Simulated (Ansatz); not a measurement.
# Pd(111) with 4 layers of random Pd-Ir, 2x2: scattering by chemical disorder

Wanted: resistance against the alloy's length, first Pd(111) with 4 layers of random Pd-Ir, 2x2.

Program: Ansatz 0.2.0. Level of theory: Ansatz plane-wave DFT, PBE, PAW files; ballistic transport by layer matching (Landauer), zero bias; PAW set soft_1. Results are calculated unless marked as measured.

Most raw output is cut from this account.

**1. The starting structure**

The cell holds 40 atoms: 36 Pd and 4 Ir. Its edges and angles: a = 5.501 Å, b = 5.501 Å, c = 22.514 Å, α = 93.5°, β = 86.5°, γ = 120.0°. It derives from Pd. Regions: lead, 24 atoms (24 Pd); scattering region, 16 atoms (4 Ir and 12 Pd). The structure is stacked along c, and the current runs across the ab planes.

**2. With 4 alloy layers**

In 4 layers a share of 0.25 of the sites is given to Ir at random. The layers about the cell's end stay perfect and serve as the lead. Disorder leaves little or no symmetry, which makes such runs dear. Energies from -0.05 to 0.05 eV in steps of 0.05 eV are too few for the program's thermal sum, so it prints no conductance; for a metal the transmission near the Fermi level serves, at a fraction of the cost.

Contents of input.yaml:

```yaml
crystal:
  lattice:
    - [5.5010079149, 0.0, 0.0]
    - [-2.7505039575, 4.7640126007, 0.0]
    - [1.3752519787, -0.7940021001, 22.4577707709]
  atoms:
    - { symbol: Pd, position: [0.9916666667, 0.0083333333, 0.05] }
    - { symbol: Pd, position: [0.9916666667, 0.5083333333, 0.05] }
    - { symbol: Pd, position: [0.4916666667, 0.0083333333, 0.05] }
    - { symbol: Pd, position: [0.4916666667, 0.5083333333, 0.05] }
    - { symbol: Pd, position: [0.1416666667, 0.3583333333, 0.15] }
    - { symbol: Pd, position: [0.1416666667, 0.8583333333, 0.15] }
    - { symbol: Pd, position: [0.6416666667, 0.3583333333, 0.15] }
    - { symbol: Pd, position: [0.6416666667, 0.8583333333, 0.15] }
[... 28 atom lines left out ...]
    - { symbol: Pd, position: [0.8416666667, 0.1583333333, 0.95] }
    - { symbol: Pd, position: [0.8416666667, 0.6583333333, 0.95] }
    - { symbol: Pd, position: [0.3416666667, 0.1583333333, 0.95] }
    - { symbol: Pd, position: [0.3416666667, 0.6583333333, 0.95] }
kpoints:
  mp_grid: { grid: [5, 5, 1] }
hamiltonian:
  xc: pbe
  pseudopotentials: { kind: paw, azcp: { folder: soft_1 } }
scf:
  occupations: { method: fermi_dirac, width: 0.1 }
output:
  transmission:
    leads: [[0, 4]]
    kmesh: [10, 10]
    e_range: [-0.05, 0.05]
    de: 0.05
  write_potential: true
  write_density: true
  volumetric_format: npy
```

The run is started by

```bash
> ansatz run input.yaml --threads 4 --pin off --max-ram 15360MiB --backend cpu --events-out ev --progress --plain --runs-dir out
```

Wall time 3.4 min (4 threads of Intel Xeon 6975P-C (Granite Rapids), shared host); peak memory 5.1 GiB.

This step gave:

- free energy: -298771.1982 eV
- energy at zero smearing: -298770.1087 eV
- Fermi energy: 20.24 eV
- cell area: 26.21 Å²
- transmission per spin nearest the Fermi level: 2.548
- open channels per spin nearest the Fermi level: 5.35
- step of the lead's potential: 30.1 meV

Per spin. Table of transmission, zone mean by energy, zero at the Fermi level:

| energy (eV) | transmission, zone mean |
| --- | --- |
| -0.0500 | 2.90 |
| 0.0000 | 2.55 |
| 0.0500 | 2.21 |

Per spin. Table of open channels, zone mean, lead by energy, zero at the Fermi level:

| energy (eV) | open channels, zone mean, lead |
| --- | --- |
| -0.0500 | 6.45 |
| 0.0000 | 5.35 |
| 0.0500 | 4.73 |

Transmission over k1 and k2. At 0.0000 eV from the Fermi level.

Values, 10 rows by 10 columns:
```
2.48 3.04 2.52 2.24 2.83 3.33 2.61 2.15 2.18 2.00
1.95 2.52 2.81 2.05 2.22 2.92 2.94 2.06 2.12 2.18
2.35 2.24 2.05 2.67 2.03 2.67 2.34 2.51 2.06 2.15
2.55 2.83 2.22 2.03 3.76 3.16 2.09 2.34 2.94 2.61
3.82 3.33 2.92 2.67 3.16 3.42 3.16 2.67 2.92 3.33
2.55 2.61 2.94 2.34 2.09 3.16 3.76 2.03 2.22 2.83
2.35 2.15 2.06 2.51 2.34 2.67 2.03 2.67 2.05 2.24
1.95 2.18 2.12 2.06 2.94 2.92 2.22 2.05 2.81 2.52
2.48 2.00 2.18 2.15 2.61 3.33 2.83 2.24 2.52 3.04
3.42 2.48 1.95 2.35 2.55 3.82 2.55 2.35 1.95 2.48
```
Columns: k1 (b1) from -0.5 to 0.4; rows upwards: k2 (b2) from -0.5 to 0.4.

Open channels over k1 and k2. At 0.0000 eV from the Fermi level.

Ten even steps from '_' (3.0) to '@' (10.0):
```
++##::::::##++..__..
..::::::::::::..____
..::::::..::::::....
++::::..++++..::::++
@@##::::++++++::::##
++++::::..++++..::::
......::::::..::::::
..____..::::::::::::
++..__..++##::::::##
@@++....++@@++....++
```
Columns: k1 (b1) from -0.5 to 0.4; rows upwards: k2 (b2) from -0.5 to 0.4.

Over the solved energies the transmission per spin lies between 2.21 and 2.90, out of 5.51 channels of the lead on average (up to 6.45). The log calls the step of a lead's potential too much.

**3. With 8 alloy layers**

In 8 layers a share of 0.25 of the sites is given to Ir at random. A fresh draw is used; the growth of the resistance with length is what counts.

System of this step: Pd(111) with 8 layers of random Pd-Ir, 2x2. The cell holds 56 atoms: 48 Pd and 8 Ir. Cell: a = 5.501 Å, b = 5.501 Å, c = 31.481 Å, α = 87.5°, β = 92.5°, γ = 120.0°. It derives from Pd. Regions: lead, 24 atoms (24 Pd); scattering region, 32 atoms (24 Pd and 8 Ir). The structure is stacked along c, and the current runs across the ab planes.

Contents of input.yaml:

```yaml
crystal:
  lattice:
    - [5.5010079149, 0.0, 0.0]
    - [-2.7505039575, 4.7640126007, 0.0]
    - [-1.3752519787, 0.7940021001, 31.4408790793]
  atoms:
    - { symbol: Pd, position: [0.005952381, 0.994047619, 0.0357142857] }
    - { symbol: Pd, position: [0.005952381, 0.494047619, 0.0357142857] }
    - { symbol: Pd, position: [0.505952381, 0.994047619, 0.0357142857] }
    - { symbol: Pd, position: [0.505952381, 0.494047619, 0.0357142857] }
    - { symbol: Pd, position: [0.1845238095, 0.3154761905, 0.1071428571] }
    - { symbol: Pd, position: [0.1845238095, 0.8154761905, 0.1071428571] }
    - { symbol: Pd, position: [0.6845238095, 0.3154761905, 0.1071428571] }
    - { symbol: Pd, position: [0.6845238095, 0.8154761905, 0.1071428571] }
[... 44 atom lines left out ...]
    - { symbol: Pd, position: [0.3273809524, 0.1726190476, 0.9642857143] }
    - { symbol: Pd, position: [0.3273809524, 0.6726190476, 0.9642857143] }
    - { symbol: Pd, position: [0.8273809524, 0.1726190476, 0.9642857143] }
    - { symbol: Pd, position: [0.8273809524, 0.6726190476, 0.9642857143] }
kpoints:
  mp_grid: { grid: [5, 5, 1] }
hamiltonian:
  xc: pbe
  pseudopotentials: { kind: paw, azcp: { folder: soft_1 } }
scf:
  occupations: { method: fermi_dirac, width: 0.1 }
output:
  transmission:
    leads: [[0, 4]]
    kmesh: [10, 10]
    e_range: [-0.05, 0.05]
    de: 0.05
  write_potential: true
  write_density: true
  volumetric_format: npy
```

Elapsed: 8.9 min, on 4 threads; peak memory 9.7 GiB.

Numbers from this step:

```
free energy                                    : -430192.8286 eV
energy at zero smearing                        : -430191.3307 eV
Fermi energy                                   : 20.45 eV
transmission per spin nearest the Fermi level  : 2.073
open channels per spin nearest the Fermi level : 5.47
step of the lead's potential                   : 3.9 meV
```

Per spin. Table of transmission, zone mean by energy, zero at the Fermi level:

| energy (eV) | transmission, zone mean |
| --- | --- |
| -0.0500 | 2.29 |
| 0.0000 | 2.07 |
| 0.0500 | 1.77 |

Over the solved energies the transmission per spin lies between 1.77 and 2.29, out of 5.43 channels of the lead on average (up to 6.31).

**4. With 12 alloy layers**

In 12 layers a share of 0.25 of the sites is given to Ir at random. A fresh draw is used; the growth of the resistance with length is what counts.

System of this step: Pd(111) with 12 layers of random Pd-Ir, 2x2. The cell holds 72 atoms: 60 Pd and 12 Ir. Its edges and angles: a = 5.501 Å, b = 5.501 Å, c = 40.424 Å, α = 90.0°, β = 90.0°, γ = 120.0°. It derives from Pd. Regions: lead, 24 atoms (24 Pd); scattering region, 48 atoms (36 Pd and 12 Ir). The structure is stacked along c, and the current runs across the ab planes.

Contents of input.yaml:

```yaml
crystal:
  lattice:
    - [5.5010079149, 0.0, 0.0]
    - [-2.7505039575, 4.7640126007, 0.0]
    - [0.0, 0.0, 40.4239873877]
  atoms:
    - { symbol: Pd, position: [0.0, 0.0, 0.0277777778] }
    - { symbol: Pd, position: [0.0, 0.5, 0.0277777778] }
    - { symbol: Pd, position: [0.5, 0.0, 0.0277777778] }
    - { symbol: Pd, position: [0.5, 0.5, 0.0277777778] }
    - { symbol: Pd, position: [0.1666666667, 0.3333333333, 0.0833333333] }
    - { symbol: Pd, position: [0.1666666667, 0.8333333333, 0.0833333333] }
    - { symbol: Pd, position: [0.6666666667, 0.3333333333, 0.0833333333] }
    - { symbol: Pd, position: [0.6666666667, 0.8333333333, 0.0833333333] }
[... 60 atom lines left out ...]
    - { symbol: Pd, position: [0.3333333333, 0.1666666667, 0.9722222222] }
    - { symbol: Pd, position: [0.3333333333, 0.6666666667, 0.9722222222] }
    - { symbol: Pd, position: [0.8333333333, 0.1666666667, 0.9722222222] }
    - { symbol: Pd, position: [0.8333333333, 0.6666666667, 0.9722222222] }
kpoints:
  mp_grid: { grid: [5, 5, 1] }
hamiltonian:
  xc: pbe
  pseudopotentials: { kind: paw, azcp: { folder: soft_1 } }
scf:
  occupations: { method: fermi_dirac, width: 0.1 }
output:
  transmission:
    leads: [[0, 4]]
    kmesh: [10, 10]
    e_range: [-0.05, 0.05]
    de: 0.05
  write_potential: true
  write_density: true
  volumetric_format: npy
```

It took 16 min on 4 threads; peak memory 8.4 GiB.

This step gave:

| Item | Value |
| --- | --- |
| free energy | -561613.8049 eV |
| energy at zero smearing | -561611.9379 eV |
| Fermi energy | 20.57 eV |
| transmission per spin nearest the Fermi level | 1.578 |
| open channels per spin nearest the Fermi level | 5.23 |
| step of the lead's potential | 5.3 meV |

Per spin. The transmission, zone mean by energy, zero at the Fermi level:

| energy (eV) | transmission, zone mean |
| --- | --- |
| -0.0500 | 1.77 |
| 0.0000 | 1.58 |
| 0.0500 | 1.54 |

Over the solved energies the transmission per spin lies between 1.54 and 1.77, out of 5.28 channels of the lead on average (up to 6.17).

**5. The fit**

This step: Ansatz plane-wave DFT, PBE, PAW files; ballistic transport by layer matching (Landauer), zero bias; residual resistivity from the slope of the area resistance, atoms on the host's lattice; PAW set soft_1 (Ansatz 0.2.0).

This step gave:

```yaml
resistivity: 40.28 µΩ cm
intercept: 0.3354 fΩ m²
scatter_about_the_fit: 0.01951 fΩ m²
```

Resistance, by row:

| run | length (Å) | T | channels N | RA (fΩ m²) |
| --- | --- | --- | --- | --- |
| n4 | 8.983 | 2.553 | 5.51 | 0.7111 |
| n8 | 17.97 | 2.044 | 5.43 | 1.032 |
| n12 | 26.95 | 1.63 | 5.283 | 1.435 |

Area resistance against length of the alloy:

| length of the alloy (Å) | area resistance (fΩ m²) |
| --- | --- |
| 8.98 | 0.711 |
| 17.97 | 1.03 |
| 26.95 | 1.43 |

The area resistance goes from 0.71 to 1.4 fΩ m² between 9.0 and 26.9 Å, a slope of 40 µΩ cm.

By hand from the end points: (1.435 − 0.7111) fΩ m² / (26.95 − 8.98) Å = 40 µΩ cm, since 1 fΩ m² per Å is 1000 µΩ cm.

**6. Results**

| Property | Result |
| --- | --- |
| resistivity from the slope | 40.3 µΩ cm |
| area resistance over 8.98 Å | 0.711 fΩ m² |
| area resistance over 18.0 Å | 1.03 fΩ m² |
| area resistance over 26.9 Å | 1.43 fΩ m² |

What this shows: The slope gives 40 µΩ cm. The points scatter by 0.020 fΩ m² about the line, with one random draw a length in a 2x2 cell, so the slope is a rough value. The lead's own channel count moves between the runs (5.51, 5.43 and 5.28), which shifts RA and the slope too. Read with a model of isotropic scattering on a spherical Fermi surface and the lead's 1.6×10¹⁵ S/m², this slope means a mean free path near 12 Å; over these lengths the model's slope is within 3 % of its bulk resistivity. The atoms sit on the host's lattice, so scattering by size misfit is left out. Spin-orbit coupling is left out, which matters for Ir. A lead's potential steps by up to 30 meV from period to period, which the log calls too much, so longer leads could move the result.

[Logs are printed without paths, hosts, clocks, repeated set-up lines and the standing remarks that a program may print on its own settings, such as how far it seeks lower states.]

[Hosts, paths, dates, database ids (printed as entryN), source tags and the programs' standing remarks are cut or masked in the printed files.]
